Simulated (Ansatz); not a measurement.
# YN in Ansatz, vacancy hop by nudged elastic band

Run with:

```bash
ansatz run input.yaml --threads 4 --pin off --max-ram 8192MiB --backend cpu --events-out ev --progress --plain --runs-dir out
```

input.yaml:

```yaml
crystal:
  lattice:
    - [0.0, 4.922142, 4.922142]
    - [4.922142, 0.0, 4.922142]
    - [4.922142, 4.922142, 0.0]
  atoms:
    - { symbol: "N", position: [-0.00329795, -0.00085085, 0.00648575] }
    - { symbol: "Y", position: [0.24525893, 0.25137254, 0.25299776] }
    - { symbol: "N", position: [-0.00364459, -0.00085932, 0.50139597] }
    - { symbol: "Y", position: [0.24499051, 0.24918607, 0.7515495] }
    - { symbol: "N", position: [-0.00156519, 0.49778734, 0.00060497] }
    - { symbol: "Y", position: [0.25152101, 0.74690406, 0.2484372] }
    - { symbol: "Y", position: [0.24653323, 0.75132922, 0.75514265] }
    - { symbol: "N", position: [0.49830408, 0.00586294, -0.0013711] }
    - { symbol: "Y", position: [0.74684618, 0.24533202, 0.25055886] }
    - { symbol: "N", position: [0.50057017, 0.00222556, 0.50089849] }
    - { symbol: "Y", position: [0.75114043, 0.25319789, 0.74562451] }
    - { symbol: "N", position: [0.49594104, 0.49767525, 0.00429298] }
    - { symbol: "Y", position: [0.74996006, 0.74562647, 0.24982534] }
    - { symbol: "N", position: [0.49082908, 0.50242147, 0.50507202] }
    - { symbol: "Y", position: [0.74321824, 0.74974667, 0.7513833] }
kpoints:
  mp_grid: { grid: [3, 3, 3] }
magnetization:
  spin_polarized: false
scf:
  occupations: { method: fermi_dirac, width: 0.1 }
hamiltonian:
  pseudopotentials: { kind: paw }
  xc: pbe
basis:
  ecutwfc: 420
neb:
  images: 5
  relax_end_points: true
  climbing: true
  f_tol: 0.1
  max_iterations: 40
  order_check: false
  final_atoms:
    - { symbol: "N", position: [-0.00329795, -0.00085085, 0.00648575] }
    - { symbol: "Y", position: [0.24525893, 0.25137254, 0.25299776] }
    - { symbol: "N", position: [-0.00364459, -0.00085932, 0.50139597] }
    - { symbol: "Y", position: [0.24499051, 0.24918607, 0.7515495] }
    - { symbol: "N", position: [-0.00436582, 0.49856874, -0.4965379] }
    - { symbol: "Y", position: [0.25152101, 0.74690406, 0.2484372] }
    - { symbol: "Y", position: [0.24653323, 0.75132922, 0.75514265] }
    - { symbol: "N", position: [0.49830408, 0.00586294, -0.0013711] }
    - { symbol: "Y", position: [0.74684618, 0.24533202, 0.25055886] }
    - { symbol: "N", position: [0.50057017, 0.00222556, 0.50089849] }
    - { symbol: "Y", position: [0.75114043, 0.25319789, 0.74562451] }
    - { symbol: "N", position: [0.49594104, 0.49767525, 0.00429298] }
    - { symbol: "Y", position: [0.74996006, 0.74562647, 0.24982534] }
    - { symbol: "N", position: [0.49082908, 0.50242147, 0.50507202] }
    - { symbol: "Y", position: [0.74321824, 0.74974667, 0.7513833] }
```

Origin of the cell: a database entry, scaled a little.

The cell is 2×2×2 cells of YN with one N taken out; atom 5 (N) hops into the empty site, 3.47 Å away before the end points are relaxed. All atoms were shaken by about 0.02 Å first.

Output (shortened):

```
SCF iter   1: F=—  HF=-33500.850767 eV  Δρ=3.37e-3  dr2=3.20e-2  defer=3
SCF iter   2: F=—  HF=-33500.840239 eV  Δρ=1.83e-3  dr2=7.94e-3  defer=5
SCF iter   3: F=—  HF=-33500.839858 eV  Δρ=9.57e-4  dr2=2.63e-3  defer=5
[… 2 lines left out …]
SCF iter   6: F=—  HF=-33500.839553 eV  Δρ=2.83e-5  dr2=2.82e-6  defer=5
SCF iter   7: F=—  HF=-33500.839552 eV  Δρ=9.38e-6  dr2=1.84e-7  defer=5
SCF iter   8: F=-33500.839552 eV  HF=-33500.839552 eV  Δρ=1.52e-6  dr2=6.10e-9
NEB iter   1: max|band force component| = 6.762e0 eV/Å  barrier→ = 6.6545 eV  barrier← = 6.6545 eV  Δτ_max = 0.2000 Å  (68 SCF iters)
NEB iter   2: max|band force component| = 3.147e0 eV/Å  barrier→ = 5.5845 eV  barrier← = 5.5845 eV  Δτ_max = 0.1540 Å  (53 SCF iters)
NEB iter   3: max|band force component| = 6.766e-1 eV/Å  barrier→ = 3.9280 eV  barrier← = 3.9280 eV  Δτ_max = 0.0571 Å  (50 SCF iters)
NEB iter   4: max|band force component| = 3.621e-1 eV/Å  barrier→ = 3.8171 eV  barrier← = 3.8171 eV  CI = image 3  Δτ_max = 0.0438 Å  (41 SCF iters)
NEB iter   5: max|band force component| = 1.625e-1 eV/Å  barrier→ = 3.7704 eV  barrier← = 3.7704 eV  CI = image 3  Δτ_max = 0.0092 Å  (41 SCF iters)
NEB iter   6: max|band force component| = 4.245e-2 eV/Å  barrier→ = 3.7689 eV  barrier← = 3.7689 eV  CI = image 3  Δτ_max = 0.0000 Å  (35 SCF iters)
--- NEB band (7 images, 6 band iterations, 288 SCF iterations, 54 more in tests of the images' electronic states and relaxations of end points) ---
  forward barrier  = 3.768855 eV
  backward barrier = 3.768855 eV
  lagrangian_above_aufbau_ev (what the smearing adds, to first order; not taken off the barriers): saddle image -0.066822 eV, end points -0.047063 and -0.047060 eV
  climbing image's point = of an order that was not read
  energies are F+E_penalty+E_count in eV, relative to image 0
  image     s (Å)  Δ vs image 0  max|band force component| (eV/Å)
      0    0.0000      0.000000                                 —
      1    0.6029      0.845671                          4.019e-2
      2    1.2059      2.691093                          4.218e-2
  *   3    1.8092      3.768855                          1.270e-2
      4    2.4124      2.691226                          4.245e-2
      5    3.0155      0.845843                          4.015e-2
      6    3.6183     -0.000000                                 —
```

The converged band:

```
image  path over all atoms (Å)  ΔF (eV)   N x      y  z (Å)
    0                     0.00    0.000  2.47  -0.01   2.45
    1                     0.60    0.846  2.08  -0.39   2.45
    2                     1.21    2.691  1.67  -0.80   2.45
    3                     1.81    3.769  1.24  -1.24   2.45
    4                     2.41    2.691  0.81  -1.67   2.45
    5                     3.02    0.846  0.39  -2.08   2.45
    6                     3.62    0.000  0.01  -2.47   2.45
```

Relaxed start, forces in eV/Å:

```xyz
15
Lattice="0.000 4.922 4.922 4.922 0.000 4.922 4.922 4.922 0.000" Properties=species:S:1:pos:R:3:forces:R:3 pbc="T T T" image=0
N     0.007   -0.007   -0.015    0.000   -0.001   -0.001
Y     2.415    2.454    2.446    0.000    0.000    0.000
N     2.468    2.454   -0.015    0.000    0.000    0.000
Y     4.929    4.968    2.446    0.000    0.000    0.000
N     2.468   -0.007    2.446    0.000    0.000    0.001
Y     4.929    2.454    4.959    0.000    0.000    0.000
Y     7.390    4.915    4.907    0.000    0.000    0.000
N     0.007    2.454    2.446    0.000    0.000    0.000
Y     2.468    4.915    4.907    0.000    0.000    0.000
N     2.468    4.916    2.446   -0.001   -0.001   -0.001
Y     4.929    7.376    4.855    0.001    0.000    0.000
N     2.468    2.454    4.907   -0.001   -0.001    0.000
Y     4.929    4.863    7.368    0.000    0.000    0.000
N     4.929    4.915    4.907    0.000    0.000    0.000
Y     7.442    7.376    7.368    0.000    0.000    0.000
```

Highest image (3), forces in eV/Å:

```xyz
15
Lattice="0.000 4.922 4.922 4.922 0.000 4.922 4.922 4.922 0.000" Properties=species:S:1:pos:R:3:forces:R:3 pbc="T T T" image=3
N    -0.057    0.058   -0.087    0.013   -0.013    0.007
Y     2.374    2.548    2.446   -0.010    0.009    0.000
N     2.533    2.390    0.056   -0.013    0.013   -0.007
Y     4.719    5.126    2.446   -0.006    0.006    0.000
N     1.238   -1.237    2.445    0.000    0.000    0.000
Y     4.976    2.502    4.800   -0.005   -0.005    0.005
Y     7.343    4.868    4.800    0.005    0.005    0.005
N     0.099    2.546    2.446    0.003    0.003    0.000
Y     2.421    4.868    5.013    0.005    0.005   -0.005
N     2.377    4.824    2.446   -0.003   -0.003    0.000
Y     4.976    7.424    5.013   -0.005   -0.005   -0.005
N     2.533    2.390    4.835   -0.013    0.013    0.007
Y     5.023    4.821    7.368    0.010   -0.010    0.000
N     4.865    4.980    4.978    0.013   -0.013   -0.007
Y     7.601    7.166    7.368    0.006   -0.006    0.000
```

Relaxed end, forces in eV/Å:

```xyz
15
Lattice="0.000 4.922 4.922 4.922 0.000 4.922 4.922 4.922 0.000" Properties=species:S:1:pos:R:3:forces:R:3 pbc="T T T" image=6
N     0.008   -0.007   -0.016   -0.001    0.000    0.000
Y     2.469    2.507    2.445   -0.001    0.000    0.000
N     2.469    2.454   -0.016    0.000    0.000    0.000
Y     4.878    4.915    2.445    0.000    0.000    0.000
N     0.008   -2.468    2.445    0.000   -0.001    0.000
Y     4.930    2.454    4.906    0.000    0.000    0.000
Y     7.391    4.915    4.959    0.001    0.000    0.000
N     0.008    2.454    2.445    0.000    0.000    0.000
Y     2.469    4.915    4.854    0.000    0.000    0.000
N     2.469    4.915    2.445    0.001    0.000    0.000
Y     4.930    7.377    4.906    0.000   -0.001    0.000
N     2.469    2.454    4.906    0.000    0.000    0.000
Y     4.982    4.915    7.367    0.000    0.000    0.000
N     4.930    4.915    4.906    0.000    0.000    0.001
Y     7.391    7.324    7.367    0.000    0.000    0.000
```

Barrier of this path: 3.77 eV forwards, 3.77 eV backwards, after 6 band iterations.

Caveats: no moments, though an odd count or open d shells may carry them; the k mesh is coarse if the cell is a metal; a small cell with a neutral vacancy and no spin, whose shape can make like sites unlike; the cell is held at a rescaled volume, and strain moves barriers; the hop was drawn among near neighbours and need not be the easiest path; few images and a loose tolerance, and neither the top nor the ends were tested for their order.

The run took 5.7 min on 4 threads of Arm Neoverse V2 (shared host), peak memory 1.7 GiB, from the program's own first density.
